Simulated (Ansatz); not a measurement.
# Stack of 1T-PtSSe under alpha-Ga2S3 ferroelectric layer, shifted by two thirds of the diagonal in a perpendicular field, part 2 of 2

What dipole does a perpendicular field induce in the stack of 1T-PtSSe under alpha-Ga2S3 ferroelectric layer, shifted by two thirds of the diagonal, and does the gap follow? A positive field points along +c.

Ansatz 0.2.0; plane-wave DFT, PBE-D3(BJ), Ansatz PAW.

So far. Step 2 (Relaxation): The lattice constant a goes from 3.655 to 3.618 Å.

### 3. Atoms held, field 0, start network

A sawtooth potential applies the field, turning back in the middle of the vacuum. With the dipole correction the typed value is the field outside the slab. The induced dipole is small, so the SCF threshold is tight.

The cell differs from the one that the last finished run ended in (c 53.627 → 29.237 Å).

The input, input.yaml:

```yaml
crystal:
  lattice:
    - [3.6176007707, 0.0, 0.0]
    - [-1.8088003854, 3.1329341682, 0.0]
    - [0.0, 0.0, 29.2372033941]
  atoms:
    - { symbol: Se, position: [0.6666666667, 0.3333333333, 0.3078269792] }
    - { symbol: Pt, position: [0.0, 0.0, 0.3543908374] }
    - { symbol: S, position: [0.3333333333, 0.6666666667, 0.3956596023] }
    - { symbol: S, position: [0.6666666667, 0.3333333333, 0.489607436] }
    - { symbol: Ga, position: [0.0, 0.0, 0.5253756406] }
    - { symbol: S, position: [0.0, 0.0, 0.6007388118] }
    - { symbol: Ga, position: [0.3333333333, 0.6666666667, 0.6531015002] }
    - { symbol: S, position: [0.6666666667, 0.3333333333, 0.6921730208] }
kpoints:
  mp_grid: { grid: [18, 18, 1] }
  band_path:
    path: [[0, 0, 0], [0.5, 0, 0], [0.33333333, 0.33333333, 0], [0, 0, 0]]
    npoints: 16
hamiltonian:
  xc: pbe
  dispersion: d3bj
scf:
  occupations: { method: fermi_dirac, width: 0.02585 }
  convergence: { dr2_threshold: 1.0e-10 }
efield:
  axis: 3
  dipole_correction: true
  ramp_position: 0.97
  ramp_width: 0.06
  amplitude: 0
output:
  dos: { projected: true, e_range: [-6, 5] }
  write_potential: true
  write_density: true
  volumetric_format: npy
  elf: true
```

On the command line:

```bash
$ ansatz run input.yaml --threads 4 --pin off --max-ram 6144MiB --backend cpu --events-out ev --progress --plain --runs-dir out
```

Numbers of over 12 decimals in the logs are rounded to 6 here.

The program printed:

```text
[...]
Crystal: 8 atoms, lattice volume = 331.366 Å³
Basis set: ecut = 420 eV, 6409 PW (Γ)
Bands: 51, of which v1, the nominal top of the filled ones, is band 42 counted from 1 (41 counted from 0)
Symmetry: 6 space group operations
[...]
k-points: 37 of 324 (time reversal used)
[...]
SCF iter   1: F=—  HF=-29172.827005 eV  |F-HF|=—  |Δ(HF+E_count)|=         —  Δρ=1.78e-3  dr2=1.24e-1  ethr=1.77e-3  p=-0.056 e·Å  D=-3.04e-2 V/Å  ΔV_dip=0.89 eV  dr2_dipole=7.71e-2  V_vac-E_F(+/−)=5.69/4.80 eV  ⟨swp⟩=9.4  Hψ=8275  notcnv=0  defer=8
efield: sawtooth ramp at fractional position 0.9700 (set: `efield.ramp_position`, or a place that a band, a saddle search or an elastic batch's reference lends), width 0.0600; the density the first Hamiltonian is built on has a dipole p = -0.056 e·Å; the dipole correction subtracts the counter field D = -3.04e-2 V/Å, which shifts the + side's vacuum level by +0.89 eV against the − side's; the planar-averaged density in the ramp window peaks in size at 8.5e-6 e/Å³
[...]
SCF iter   2: F=—  HF=-29172.828027 eV  |F-HF|=—  |Δ(HF+E_count)|=   1.02e-3  Δρ=2.56e-3  dr2=1.37e-1  ethr=1.47e-4  p=-0.152 e·Å  D=-8.30e-2 V/Å  ΔV_dip=2.43 eV  dr2_dipole=6.62e-2  V_vac-E_F(+/−)=6.65/4.22 eV  ⟨swp⟩=3.1  Hψ=3155  notcnv=0  defer=143
[...]
SCF iter  14: F=-29172.811667 eV  HF=-29172.811667 eV  |F-HF|=1.09e-11  |Δ(HF+E_count)|=  8.37e-11  Δρ=6.11e-8  dr2=5.77e-11  ethr=1.00e-12  p=-0.120 e·Å  D=-6.53e-2 V/Å  ΔV_dip=1.91 eV  dr2_dipole=5.50e-13  V_vac-E_F(+/−)=6.37/4.46 eV  ⟨swp⟩=14.6  Hψ=6503  notcnv=0
SCF 1 converged in 14 iterations: F = -29172.811667 eV  dr2 = 5.77e-11
[...]
NSCF: frozen V_eff on 49 k-points
efield: sawtooth ramp at fractional position 0.9700 (kept from the solve that this one continues, or follows in the run), width 0.0600; the density the first Hamiltonian is built on has a dipole p = -0.120 e·Å; the dipole correction subtracts the counter field D = -6.53e-2 V/Å, which shifts the + side's vacuum level by +1.91 eV against the − side's; the planar-averaged density in the ramp window peaks in size at 6.0e-6 e/Å³
WARN: The output density's exchange-correlation potential varies sharply where the density is thin. Do not read a vacuum level from v_tot or v_xc, or from such a field of the output density. On a cell that repeats whose density bears no net charge and no dipole along the vacuum's axis use v_es (v_loc + v_h of the components); under efield.dipole_correction with no amplitude use v_es + v_field, which holds any externa [...]
SCF converged after 14 iterations
Free energy (F): -29172.811667 eV
[...]
Internal energy: -29172.811667 eV  (E = F + TS)
E sigma→0 (E₀):  -29172.811667 eV
Fermi energy:    1.385280 eV
Dipole field:    D = -0.065263 V/Å  (p = -0.119513 e·Å, saw-weighted, corrected)
Work function:   Φ+ = 6.3684 eV   Φ− = 4.4603 eV
Levels:          The Fermi level and band energies are counted from a zero that moves with the ramp; work functions are not
[...]
--- Band table (eV; the first three rows and the last of 37) ---
  k-point 0: bands = [... 38 lower, 0.6147, 0.6147, 0.7216, 0.7216, 2.8050, 3.3012, 3.3012, 3.9758, ... 5 higher]
  k-point 1: bands = [... 38 lower, 0.4395, 0.4402, 0.6815, 0.8312, 2.9497, 3.1051, 3.2459, 4.1374, ... 5 higher]
  k-point 2: bands = [... 38 lower, 0.1810, 0.4114, 0.5778, 0.9107, 2.5431, 3.1110, 3.3767, 4.4139, ... 5 higher]
  k-point 36: bands = [... 38 lower, -0.9446, -0.7625, -0.5365, 0.5464, 1.8426, 2.5014, 3.5578, 4.1939, ... 5 higher]
```

Elapsed: 58 s, on 4 threads of AMD EPYC (Zen 3), shared host; peak memory 1.2 GiB; 3.6 min of CPU time.

This step gave:

```
dipole along the normal            : -0.1195 e·Å
gap along the path                 : 0.9142 eV
smallest direct gap along the path : 0.9629 eV
step between the vacuum levels     : 1.908 eV
ionisation energy, upper face      : 6.825 eV
electron affinity, upper face      : 5.911 eV
ionisation energy, lower face      : 4.917 eV
gap, the smaller of path and mesh  : 0.9142 eV
```

Running mean over a fixed 2.8 Å (it still follows the layers) of the planar mean; the ramp of the sawtooth is left out. Electron's electrostatic potential energy less the Fermi level against z:

z (Å), electron's electrostatic potential energy less the Fermi level (eV) and a bar from the least value:
```
        4       4.46 ##########################
        5       4.46 ##########################
        6       4.41 ##########################
        7       3.53 #########################
        8       0.44 ###################
        9      -4.96 ########
       10      -9.12 
       11      -8.69 #
       12      -3.03 ############
       13      -0.82 ################
       14      -3.05 ############
       15      -5.08 ########
       16      -3.24 ###########
       17      -2.01 ##############
       18      -3.14 ############
       19      -4.67 #########
       20      -3.19 ###########
       21       0.67 ###################
       22       4.98 ###########################
       23       6.30 ##############################
       24       6.37 ##############################
       25       6.37 ##############################
       26       6.37 ##############################
```

The density of states has structure finer than the step of the table below, so its rows give means over 0.2 eV, whole bins alone (the curve runs from -6 to 2.44 eV). Peaks (eV: height): -4.95: 9.62, -4.48: 11.3, -3.38: 19.2, -2.44: 8.93, -1.62: 8.86, -1.29: 21.8, -0.90: 10.9.

Density of states against energy, zero at the Fermi level of the run, which the smearing sets inside the gap; means over each step:

```tsv
energy (eV)	density of states (states/eV a cell)
-5.8	3.24
-5.6	3.27
-5.4	2.43
-5.2	3.50
-5.0	6.37
-4.8	3.72
-4.6	5.63
-4.4	7.84
-4.2	5.62
-4.0	5.39
-3.8	4.62
-3.6	4.40
-3.4	10.5
-3.2	5.57
-3.0	6.11
-2.8	4.87
-2.6	6.10
-2.4	6.28
-2.2	4.68
-2.0	4.99
-1.8	5.12
-1.6	5.87
-1.4	6.62
-1.2	6.00
-1.0	4.81
-0.8	5.88
-0.6	2.87
-0.4	0.229
-0.2	0
0.0	0
0.2	0
0.4	0.369
0.6	4.54
0.8	2.18
1.0	2.27
1.2	5.33
1.4	3.94
1.6	2.05
1.8	1.78
2.0	2.39
2.2	4.50
```

Projected DOS per atom over height of the atomic layer and energy from the Fermi level. Layers: Se Pt S S Ga S Ga S from below.

Ten even steps from '0' (0.00 states/eV) to '9' (3.08 states/eV), each cell a mean:
```
00023121
00001010
22200000
43300000
33300000
00000000
00000000
00000101
00100706
21200206
32300203
22310202
23220312
22130212
25150111
19141101
02041211
17131211
14121211
36310000
12100000
24200000
```
Columns: height of the atomic layer (Å) from 9 to 20.2 (not evenly spaced); rows upwards: energy from the Fermi level (eV) from -5.96 to 2.41.

The electronic bands at the labelled points (eV, zero at the Fermi level of the run, which the smearing sets inside the gap):

```tsv
point	band 39	band 40	band 41	band 42	band 43	band 44	band 45	band 46
Γ	-0.77	-0.77	-0.66	-0.66	1.42	1.92	1.92	2.59
halfway	-1.53	-1.32	-1.19	-0.52	0.49	1.48	2.12	2.71
M	-2.54	-2.28	-1.26	-0.72	1.28	1.41	1.65	1.94
halfway	-2.45	-1.97	-1.70	-0.89	0.82	1.26	2.08	2.62
K	-2.33	-2.15	-1.92	-0.84	0.46	1.12	2.17	2.81
halfway	-1.61	-1.35	-1.06	-0.97	0.67	0.93	2.52	3.10
Γ	-0.77	-0.77	-0.66	-0.66	1.42	1.92	1.92	2.59
```

ELF in the ca plane at fractional y = 1.000, with atoms of Pt and Ga and S within 0.2 Å of it. It is the smooth field of the valence electrons, not physical close to the nuclei.

Ten even steps from '0' (0.00) to '9' (0.81), each cell a mean:
```
00000000000000000001236787642100001220013895
00000000000000000012333565332100013332223799
00000000000000002356664333455410146764322468
00000000000000024688775323577630268886411113
00000000000000125788875213678730278887410001
00000000000000013577765323567520157876321246
00000000000000001234443444344210024543223589
00000000000000000001234676432100002221123798
00000000000000000001247888742100001220203893
```
Columns run along c (16.0 Å, from fractional 0.06 to 0.60 of the cell), rows up along a (3.6 Å). Atoms in or near the plane, at fractional coordinates: Pt at (0.35, 0.00), Ga at (0.53, 0.00), S at (0.60, 0.00).

Electrostatic potential energy in the ca plane at fractional y = 1.000, with atoms of Pt and Ga and S within 0.2 Å of it. With pseudopotentials it is smooth inside the atoms' cores, unlike the true potential.

Ten even steps from '0' (-39 eV) to '9' (7 eV), each cell a mean:
```
99999999999999999850000589999998533347501038
99999999999999999873013799999998754468753478
99999999999999998887778889999998877789988888
99999999999999988788998888999988888999999998
99999999999999987788998888999988889999999998
99999999999999998888888889999998888899999998
99999999999999999886446899999998866678876788
99999999999999999861001689999998643357621158
99999999999999999840000489999998433346402127
```
Columns run along c (16.0 Å, from fractional 0.10 to 0.65 of the cell; values clipped at the 3rd and 97th percentile), rows up along a (3.6 Å). Atoms in or near the plane, at fractional coordinates: Pt at (0.35, 0.00), Ga at (0.53, 0.00), S at (0.60, 0.00).

Valence density in the ca plane at fractional y = 1.000, with atoms of Pt and Ga and S within 0.2 Å of it. It is the smooth field of the valence electrons, not physical close to the nuclei.

Values in units of 1e0 e/Å³, 5 rows by 16 columns, each cell a mean:
```
0.0 0.0 0.0 0.0 0.0 0.0 0.0 0.2 4.5 3.4 0.1 0.0 0.1 4.6 3.3 0.8
0.0 0.0 0.0 0.0 0.0 0.0 0.1 0.3 0.5 0.5 0.2 0.1 0.2 0.3 0.2 0.2
0.0 0.0 0.0 0.0 0.0 0.0 0.1 0.4 0.2 0.3 0.3 0.1 0.3 0.3 0.1 0.1
0.0 0.0 0.0 0.0 0.0 0.0 0.1 0.3 0.9 0.8 0.2 0.0 0.2 0.4 0.3 0.3
0.0 0.0 0.0 0.0 0.0 0.0 0.0 0.3 6.1 4.6 0.1 0.0 0.1 9.0 6.2 0.9
```
Columns run along c (16.0 Å, from fractional 0.06 to 0.60 of the cell), rows up along a (3.6 Å). Atoms in or near the plane, at fractional coordinates: Pt at (0.35, 0.00), Ga at (0.53, 0.00), S at (0.60, 0.00).

The gap is 0.91 eV, with the valence edge 6.83 eV and the conduction edge 5.91 eV under the upper vacuum level. Spin-orbit coupling, left out in this run, matters for the bands of elements this heavy.

### 4. Single point, field 0.1 V/Å

input.yaml: that of step 3 with these lines changed.

```diff
@@ -28,7 +28,6 @@
   dipole_correction: true
-  ramp_position: 0.97
-  ramp_width: 0.06
-  amplitude: 0
+  ramp_position: 0.9572
+  ramp_width: 0.0804
+  amplitude: 0.1
 output:
-  dos: { projected: true, e_range: [-6, 5] }
   write_potential: true
@@ -36,2 +35 @@
   volumetric_format: npy
-  elf: true
```

The program printed:

```text
[...]
Crystal: 8 atoms, lattice volume = 331.366 Å³
Basis set: ecut = 420 eV, 6409 PW (Γ)
Bands: 51, of which v1, the nominal top of the filled ones, is band 42 counted from 1 (41 counted from 0)
Symmetry: 6 space group operations
[...]
k-points: 37 of 324 (time reversal used)
[...]
k-point 0: bands = [... 38 lower, 0.6636, 0.6636, 0.7741, 0.7741, 2.8254, 3.2514, 3.2514, 4.0282, ... 5 higher]
  k-point 1: bands = [... 38 lower, 0.4319, 0.4907, 0.7302, 0.8820, 2.9480, 3.0779, 3.1961, 4.1890, ... 5 higher]
  k-point 2: bands = [... 38 lower, 0.2294, 0.4579, 0.5612, 0.9609, 2.4952, 3.0611, 3.3973, 4.4631, ... 5 higher]
  k-point 36: bands = [... 38 lower, -0.8955, -0.8126, -0.5823, 0.6032, 1.7905, 2.4535, 3.5978, 4.2176, ... 5 higher]
[key lines of the parts left out:]
SCF converged after 18 iterations
Free energy (F): -29172.803572 eV
Fermi energy:    1.384811 eV
Dipole field:    D = -0.023113 V/Å  (p = -0.042325 e·Å, saw-weighted, corrected)
```

Run time: 68 s. Hardware: 4 threads; peak memory 1.1 GiB; 4.3 min of CPU time.

The dipole is -0.0423 e·Å, 0.0772 e·Å from its value without field, and the gap 0.812 eV.

### 5. Single point, field -0.1 V/Å

input.yaml: that of step 4 with these lines changed.

```diff
@@ -30,3 +30,3 @@
   ramp_width: 0.0804
-  amplitude: 0.1
+  amplitude: -0.1
 output:
```

The program printed:

```text
[...]
Crystal: 8 atoms, lattice volume = 331.366 Å³
Basis set: ecut = 420 eV, 6409 PW (Γ)
Bands: 51, of which v1, the nominal top of the filled ones, is band 42 counted from 1 (41 counted from 0)
Symmetry: 6 space group operations
[...]
k-points: 37 of 324 (time reversal used)
[...]
k-point 0: bands = [... 38 lower, 0.5723, 0.5723, 0.6791, 0.6791, 2.7930, 3.3613, 3.3613, 3.9318, ... 5 higher]
  k-point 1: bands = [... 38 lower, 0.3976, 0.4624, 0.6422, 0.7891, 2.9487, 3.1538, 3.3060, 4.0941, ... 5 higher]
  k-point 2: bands = [... 38 lower, 0.1886, 0.3714, 0.6095, 0.8691, 2.6008, 3.1711, 3.3650, 4.3731, ... 5 higher]
  k-point 36: bands = [... 38 lower, -0.9851, -0.7018, -0.4805, 0.4981, 1.9049, 2.5595, 3.5263, 4.1787, ... 5 higher]
[key lines of the parts left out:]
SCF converged after 16 iterations
Free energy (F): -29172.827470 eV
Fermi energy:    1.395089 eV
Dipole field:    D = -0.107319 V/Å  (p = -0.196528 e·Å, saw-weighted, corrected)
```

The job ended after 71 s (4 threads; peak memory 1.1 GiB; 4.4 min of CPU time).

The dipole is -0.197 e·Å, -0.0770 e·Å from its value without field, and the gap 1.018 eV.

### 6. Response, atoms held

This step: plane-wave DFT, PBE-D3(BJ), Ansatz PAW; response to a field along the normal, atoms held (Ansatz 0.2.0).

The dipoles give the slope, and the difference of two potentials shows where the field is screened.

Numbers from this step:

```
equivalent conductor thickness p/(ε₀AE) : 12.31 Å
distance between the outer atoms        : 11.24 Å
```

Table of dipole of the cell by applied field:

```tsv
applied field (V/Å)	dipole of the cell (e·Å)
-0.1000	-0.197
0.0000	-0.120
0.1000	-0.0423
```

Local field over the applied field, running mean. From the potentials at -0.1 and 0.1 V/Å; running mean over 2.8 Å. The local field over applied field by z:

```tsv
z (Å)	local field over applied field
4.5	0.997
5.0	0.993
5.5	0.980
6.0	0.950
6.5	0.883
7.0	0.767
7.5	0.618
8.0	0.454
8.5	0.291
9.0	0.156
9.5	0.0670
10.0	0.0278
10.5	0.0273
11.0	0.0622
11.5	0.122
12.0	0.178
12.5	0.211
13.0	0.220
13.5	0.202
14.0	0.167
14.5	0.135
15.0	0.114
15.5	0.102
16.0	0.0976
16.5	0.0905
17.0	0.0805
17.5	0.0731
18.0	0.0668
18.5	0.0612
19.0	0.0706
19.5	0.107
20.0	0.170
20.5	0.277
21.0	0.426
21.5	0.591
22.0	0.747
22.5	0.875
23.0	0.949
23.5	0.982
24.0	0.994
24.5	0.998
25.0	0.999
```

Electrons, planar mean, per unit field. The induced electron density by z:

```tsv
z (Å)	induced electron density (e/Å³ per V/Å)
4.5	9.0e-6
5.0	2.7e-5
5.5	7.7e-5
6.0	2.1e-4
6.5	5.3e-4
7.0	0.00125
7.5	0.00254
8.0	0.00331
8.5	0.00176
9.0	0.00109
9.5	4.2e-4
10.0	-2.2e-4
10.5	-2.4e-4
11.0	-7.5e-5
11.5	-9.3e-4
12.0	-0.00131
12.5	-0.00136
13.0	4.0e-4
13.5	0.00164
14.0	0.00101
14.5	6.6e-4
15.0	-6.0e-4
15.5	-0.00146
16.0	5.1e-4
16.5	9.9e-4
17.0	2.1e-4
17.5	8.4e-4
18.0	-0.00118
18.5	-9.9e-4
19.0	0.00100
19.5	6.7e-4
20.0	-8.8e-4
20.5	-0.00131
21.0	-0.00340
21.5	-0.00299
22.0	-0.00145
22.5	-5.5e-4
23.0	-1.9e-4
23.5	-6.1e-5
24.0	-1.8e-5
24.5	-5.2e-6
25.0	-1.4e-6
```

The smaller of the gaps on the path and on the k-mesh, counted as 0 under 0.03 eV. Gap against applied field:

```tsv
applied field (V/Å)	gap (eV)
-0.1000	1.02
0.0000	0.914
0.1000	0.812
```

By hand: between -0.1 and 0.1 V/Å the dipole changes by 0.1542 e·Å, a slope of 0.7710 e·Å²/V. A perfect conductor of thickness t has p = ε₀AEt, so t = 180.95 × 0.7710 / 11.334 = 12.31 Å (e/ε₀ = 180.95 V·Å, A in Å²).

The induced dipole is that of a conductor 12.31 Å thick.

### 7. Summary of results

- gap without field: 0.914 eV
- ionisation energy, upper face: 6.83 eV
- electron affinity, upper face: 5.91 eV
- step between the vacuum levels: 1.91 eV
- equivalent conductor thickness, atoms held: 12.3 Å

In words: The induced dipole equals that of a perfect conductor 12.31 Å thick, while the outer atoms lie 11.24 Å apart; an out-of-plane ε follows only once a thickness t is chosen, by 1 − 1/ε = 12.31 Å / t. The two faces differ: the vacuum level above lies 1.91 eV higher than the one below. The gap goes from 0.91 eV to 1.02 eV at -0.1 V/Å. With the field reversed the gap is 0.81 eV at 0.1 V/Å. Semilocal functionals give gaps that are too small, and excitons are not included. Spin-orbit coupling is left out, which matters for the bands of elements this heavy.

[Logs are printed without paths, hosts, clocks, repeated set-up lines and the standing remarks that a program may print on its own settings, such as how far it seeks lower states.]

[Hosts, paths, dates, database ids (printed as entryN), source tags and the programs' standing remarks are cut or masked in the printed files.]

[Maps of the electrostatic potential energy from Ansatz leave out the sawtooth potential of an applied field or a dipole correction, so their vacuum need not be flat; planar profiles and work functions include it.]

[The density of states shown here was stored with 400 of the rows of the run's finer table, so its peaks can read low, often by over a quarter, or be missed, and its means over a window can be off by a tenth or more.]
